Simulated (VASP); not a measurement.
# C (Fd-3m) in VASP: notebook

The runs below take C through G0W0 quasiparticle levels, band structure, with PBE, r2SCAN, SCAN, rSCAN.

Everything below comes from runs of VASP 6.6.1. Logs are shortened: lines on timing, memory, paths and dates and some standing lists are left out, and cuts for length are marked.

**1. The structure**

Symmetry: Fd-3m, No. 227, cubic system. The conventional cell has a = 3.567 Å, b = 3.567 Å, c = 3.567 Å, α = 90.00°, β = 90.00°, γ = 90.00°. C (site symmetry -43m) is surrounded by 4 C at 1.54 Å.

This isn't the form of C at room conditions, which is graphite.

**2. G0W0 quasiparticle levels, PBE**

POSCAR reads:

```
C
1.0
    0.0000000000      1.7833700000      1.7833700000
    1.7833700000      0.0000000000      1.7833700000
    1.7833700000      1.7833700000      0.0000000000
C
2
Direct
    0.7500000000      0.7500000000      0.7500000000
    0.5000000000      0.5000000000      0.5000000000
```

INCAR.step1 reads:

```
SYSTEM = C
PREC = Accurate
ENCUT = 450
EDIFF = 1E-8
ISMEAR = 0
SIGMA = 0.01
LREAL = .FALSE.
LASPH = .TRUE.
NELM = 60
ALGO = Normal
LWAVE = .TRUE.
LCHARG = .FALSE.
GGA = PE
```

INCAR.step2 reads:

```
SYSTEM = C
PREC = Accurate
ENCUT = 450
EDIFF = 1E-8
ISMEAR = 0
SIGMA = 0.01
LREAL = .FALSE.
LASPH = .TRUE.
NELM = 1
ALGO = Exact
LWAVE = .TRUE.
LCHARG = .FALSE.
GGA = PE
NBANDS = 31
LOPTICS = .TRUE.
ISTART = 1
```

INCAR.step3 reads:

```
SYSTEM = C
PREC = Accurate
ENCUT = 450
EDIFF = 1E-8
ISMEAR = 0
SIGMA = 0.01
LREAL = .FALSE.
LASPH = .TRUE.
ALGO = EVGW0
LWAVE = .FALSE.
LCHARG = .FALSE.
GGA = PE
NELMGW = 1
NBANDS = 31
ENCUTGW = 260
NOMEGA = 48
PRECFOCK = Fast
ISTART = 1
NBANDSGW = 12
```

KPOINTS reads:

```
regular mesh
0
G
  3 3 3
  0 0 0
```

Potentials or basis: VASP PAW PBE potentials, release 64 (C_GW).

The run is started by

```bash
$ cat potpaw_PBE.64/C_GW/POTCAR > POTCAR
$ cp INCAR.step1 INCAR
$ mpirun -np 1 vasp_std > vasp.out
$ cp INCAR.step2 INCAR
$ mpirun -np 1 vasp_std > vasp.out
$ cp INCAR.step3 INCAR
$ mpirun -np 1 vasp_std > vasp.out
```

OUTCAR:

```text
SYSTEM = C
   PREC = Accurate
   ENCUT = 450
   EDIFF = 1E-8
   ISMEAR = 0
   LREAL = .FALSE.
   LASPH = .TRUE.
   GGA = PE
   NELMGW = 1
   ENCUTGW = 260
   PRECFOCK = Fast
   ISTART = 1

 Found      4 irreducible k-points:

 Following reciprocal coordinates:
            Coordinates               Weight
  0.000000  0.000000  0.000000      1.000000
  0.333333  0.000000  0.000000      8.000000
  0.333333  0.333333  0.000000      6.000000
 -0.333333  0.333333  0.000000     12.000000
   k-points           NKPTS =      4   k-points in BZ     NKDIM =     27   number of bands    NBANDS=     31
   number of dos      NEDOS =    301   number of ions     NIONS =      2
   total plane-waves  NPLWV =   5832
   dimension x,y,z NGX =    18 NGY =   18 NGZ =   18
   dimension x,y,z NGXF=    36 NGYF=   36 NGZF=   36
   ions per type =               2
   NGX,Y,Z   is equivalent  to a cutoff of  11.86, 11.86, 11.86 a.u.
   NGXF,Y,Z  is equivalent  to a cutoff of  23.73, 23.73, 23.73 a.u.
 SYSTEM =  C
   PREC   = accura    normal or accurate (medium, high low for compatibility)
   ISTART =      1    job   : 0-new  1-cont  2-samecut
   ICHARG =      0    charge: 1-file 2-atom 10-const
   ISPIN  =      1    spin polarized calculation?
   LNONCOLLINEAR =      F non collinear calculations
   LSORBIT =      F    spin-orbit coupling
   LASPH  =      T    aspherical Exc in radial PAW
   ENCUT  =  450.0 eV  33.07 Ry    5.75 a.u.   4.36  4.36  4.36*2*pi/ulx,y,z
   NELM   =     60;   NELMIN=  2; NELMDL=  0     # of ELM steps
   EDIFF  = 0.1E-07   stopping-criterion for ELM
   LREAL  =      F    real-space projection
   EDIFFG = 0.1E-06   stopping-criterion for IOM
   NSW    =      0    number of steps for IOM
   IBRION =     -1    ionic relax: 0-MD 1-quasi-New 2-CG
   NFREE  =      0    steps in history (QN), initial steepest desc. (CG)
   ISIF   =      0    stress and relaxation
   ISYM   =      3    0-nonsym 1-usesym 2-fastsym
   POTIM  = 0.5000    time-step for ionic-motion
   TEBEG  =    0.0;   TEEND  =   0.0 temperature during run
   PSTRESS=    0.0 pullay stress
   NELECT =       8.0000    total number of electrons
   NUPDOWN=      -1.0000    fix difference up-down
   EMIN   =  10.00;   EMAX   =-10.00  energy-range for DOS
   EFERMI =   0.00;   METHOD = LEGACY
   ISMEAR =     0;   SIGMA  =   0.01  broadening in eV -4-tet -1-fermi 0-gaus
   EFERMI_NEDOS =   21; number of points for ismear=-14 and -15
   IALGO  =     38    algorithm
   IMIX   =      4    mixing-type and parameters
     AMIX     =   0.40;   BMIX     =  1.00
     AMIX_MAG =   1.60;   BMIX_MAG =  1.00
  volume/ion in A,a.u.               =       5.67        38.28
  Fermi-wavevector in a.u.,A,eV,Ry     =   1.457203  2.753714 28.891161  2.123440
  Thomas-Fermi vector in A             =   2.574032
   LORBIT       =      0    0 simple, 1 ext, 2 COOP (PROOUT), +10 PAW based schemes
   GGA     = PE    functional components
   LHFCALC =     T    Hartree Fock is set to
   PRECFOCK=fast      Normal, Fast or Accurate (Low or Medium for compatibility)
   ENCUT4O =  -1.0   cutoff for four orbital integrals eV
   NKREDX  =     1    reduce k-point grid by
   NKREDY  =     1    reduce k-point grid by
   NKREDZ  =     1    reduce k-point grid by
   AEXX    =    1.0000 exact exchange contribution
   HFSCREEN=    0.0000 screening length (either q_TF or 0.3 A-1)
   HFSCREENC=   0.0000 screening length for correlation (either q_TF or 0.3 A-1)
   ENCUTFOCK=  -1.0 apply spherical cutoff to Coloumb kernel
   IVDW    =     0    specifies the selected vdW correction
   LEPSILON=     F    determine dielectric tensor
   LRPA    =     F    only Hartree local field effects (RPA)
   LRPAFORCE           =     F    calculate RPA forces
   ENCUTGW             = 260.0    cutoff for response function in eV
   ENCUTGWSOFT         = 208.0    soft cutoff for Coulomb kernel in GW response function in eV
   ENCUTLF             =  -1.0    cutoff for local field effects
   NELMGW              =     1    number of iterations in solving QP/BSE equation
   NELMHF              =     1    number of iterations in the inner HF iteration
   NKREDLFX            =     1    NKREDLFY  =   1   NKREDLFZ  =   1
 non-spin polarized calculation
 Gauss-broadening in eV      SIGMA  =   0.01
  energy-cutoff  :      450.00
  volume of cell :       11.34
 maximum number of plane-waves:       259
 NGX is ok and might be reduce to    18
  NGX = 10; NGY = 10; NGZ = 10
   NGX =  9   NGY =  9   NGZ =  9
 maximum number of plane-waves:       113

 QP shifts <psi_nk| G(iteration)W_0 |psi_nk>: iteration 1
 for sc-GW calculations column KS-energies equals QP-energies in previous step
 and V_xc(KS)=  KS-energies - (<T + V_ion + V_H > + <T+V_H+V_ion>^1  + <V_x>^1)

 k-point   1 :       0.0000    0.0000    0.0000
  band No.  KS-energies  QP-energies   sigma(KS)   V_xc(KS)     V^pw_x(r,r')   Z            occupation Imag(sigma)

      1     -11.6473     -13.1334     -16.7428     -14.7556     -25.3472       0.7478       2.0000       1.4736
      2       9.8679       9.4749     -17.2975     -16.8171     -19.9899       0.8182       2.0000       0.0975
      3       9.8679       9.4749     -17.2975     -16.8171     -19.9899       0.8182       2.0000       0.0975
      4       9.8679       9.4749     -17.2975     -16.8171     -19.9899       0.8182       2.0000       0.0975
      5      15.4341      16.7304     -13.9105     -15.5106      -8.7983       0.8101       0.0000      -0.1321
      6      15.4341      16.7304     -13.9105     -15.5106      -8.7983       0.8101       0.0000      -0.1321
      7      15.4341      16.7304     -13.9105     -15.5106      -8.7983       0.8101       0.0000      -0.1321
      8      23.1878      24.3286     -14.8870     -16.3713      -7.5094       0.7686       0.0000      -0.3415
      9      29.1228      29.5280     -11.2766     -11.7768      -4.2105       0.8098       0.0000      -0.4476
     10      36.3294      37.6215     -12.2992     -13.8641      -5.7988       0.8257       0.0000      -0.5658
     11      36.3294      37.6215     -12.2992     -13.8641      -5.7988       0.8257       0.0000      -0.5658
     12      37.3230      38.1346     -10.4494     -11.4342      -3.1747       0.8241       0.0000      -1.0526

 k-point   2 :       0.3333    0.0000    0.0000
  band No.  KS-energies  QP-energies   sigma(KS)   V_xc(KS)     V^pw_x(r,r')   Z            occupation Imag(sigma)

      1      -8.6289     -10.0132     -16.8378     -15.0095     -24.6269       0.7571       2.0000       1.0949
      2       0.4696      -0.5093     -16.6031     -15.3535     -21.4005       0.7834       2.0000       0.2687
      3       7.5428       7.0162     -17.0979     -16.4522     -20.2433       0.8155       2.0000       0.1127
      4       7.5428       7.0162     -17.0979     -16.4522     -20.2433       0.8155       2.0000       0.1127
      5      18.1214      19.4877     -13.7564     -15.4507      -8.1198       0.8064       0.0000      -0.1636
      6      18.1214      19.4877     -13.7564     -15.4507      -8.1198       0.8064       0.0000      -0.1636
      7      18.4168      19.4687     -14.3288     -15.6419      -8.5146       0.8011       0.0000      -0.1766
      8      25.1074      26.3895     -13.3265     -14.9668      -5.9266       0.7816       0.0000      -0.3845
      9      30.7909      31.5761     -11.9476     -12.9350      -4.4913       0.7952       0.0000      -0.5588
     10      33.0309      34.0995     -11.7681     -13.0677      -5.0454       0.8223       0.0000      -0.5604
     11      33.0309      34.0995     -11.7681     -13.0677      -5.0454       0.8223       0.0000      -0.5604
     12      35.1274      36.1039     -12.0649     -13.3115      -3.9894       0.7834       0.0000      -0.8068

 k-point   3 :       0.3333    0.3333    0.0000
  band No.  KS-energies  QP-energies   sigma(KS)   V_xc(KS)     V^pw_x(r,r')   Z            occupation Imag(sigma)

      1      -7.6236      -8.9978     -16.8459     -15.0716     -24.3425       0.7745       2.0000       1.0062
      2       2.6743       1.7486     -17.3807     -16.2088     -21.8302       0.7899       2.0000       0.2071
      3       4.5424       3.8331     -16.7507     -15.8618     -20.5574       0.7979       2.0000       0.1541
      4       4.5424       3.8331     -16.7507     -15.8618     -20.5574       0.7979       2.0000       0.1541
      5      13.9803      14.8006     -13.1777     -14.1743      -8.1934       0.8231       0.0000      -0.1277
      6      17.5557      18.2986     -12.2163     -13.1240      -6.5909       0.8185       0.0000      -0.1559
      7      23.9194      25.6067     -14.4498     -16.6162      -7.4123       0.7788       0.0000      -0.3193
      8      23.9194      25.6067     -14.4498     -16.6162      -7.4123       0.7788       0.0000      -0.3193
      9      31.1641      32.4649     -13.8761     -15.5517      -5.9042       0.7763       0.0000      -0.6829
     10      33.0659      34.2150     -12.5365     -14.0015      -4.4506       0.7843       0.0000      -0.6904
     11      41.5289      42.9534     -12.1668     -13.8928      -5.1706       0.8253       0.0000      -1.0028
     12      44.4728      45.4507     -11.2841     -12.5072      -3.1983       0.7995       0.0000      -1.2759

 k-point   4 :      -0.3333    0.3333    0.0000
  band No.  KS-energies  QP-energies   sigma(KS)   V_xc(KS)     V^pw_x(r,r')   Z            occupation Imag(sigma)

      1      -4.2127      -5.4943     -17.3006     -15.6623     -23.8906       0.7823       2.0000       0.6641
      2      -1.0910      -2.1974     -17.0867     -15.6693     -22.6185       0.7805       2.0000       0.3870
      3       0.4601      -0.4827     -15.9213     -14.7311     -20.4133       0.7921       2.0000       0.2472
      4       5.1713       4.4813     -16.8729     -16.0176     -20.5476       0.8068       2.0000       0.1444
      5      16.1747      17.0209     -12.8005     -13.8331      -7.4417       0.8194       0.0000      -0.1412
      6      22.7827      24.4357     -14.1550     -16.2645      -7.3004       0.7836       0.0000      -0.2907
      7      23.3949      24.8450     -13.9478     -15.8044      -6.9698       0.7810       0.0000      -0.3052
      8      24.8609      26.3648     -14.3283     -16.2715      -6.8366       0.7739       0.0000      -0.3888
      9      26.7823      27.7681     -12.5564     -13.7675      -6.2290       0.8140       0.0000      -0.3019
     10      33.5173      34.5516     -11.6727     -12.9221      -5.2095       0.8278       0.0000      -0.5239
     11      34.6985      36.1468     -13.2995     -15.1757      -4.6899       0.7719       0.0000      -0.8522
     12      43.6201      44.4546     -10.9991     -12.0205      -3.2034       0.8171       0.0000      -1.2290
```

It took 3.8 s on 1 thread of Intel Xeon 6975P-C (Granite Rapids), shared host; peak memory 0.12 GiB.

The run converged, but some of its settings lie outside the range that counts as converged, so its numbers aren't taken as properties of the crystal.

Results:

* Band gap on the k mesh, mean-field level: 4.11 eV, indirect (least direct gap 5.57 eV)
* Quasiparticle gap: 5.33 eV
* Least direct quasiparticle gap: 7.26 eV

Caveat: the k mesh is coarse (spacing up to 1.02 Å⁻¹), so the values aren't converged; bands, screening cutoff and mesh are small and nothing is extrapolated, so the quasiparticle values aren't converged; an odd mesh through Γ misses points on the zone boundary, where band edges often lie.

(Continued in part 2 of 3.)
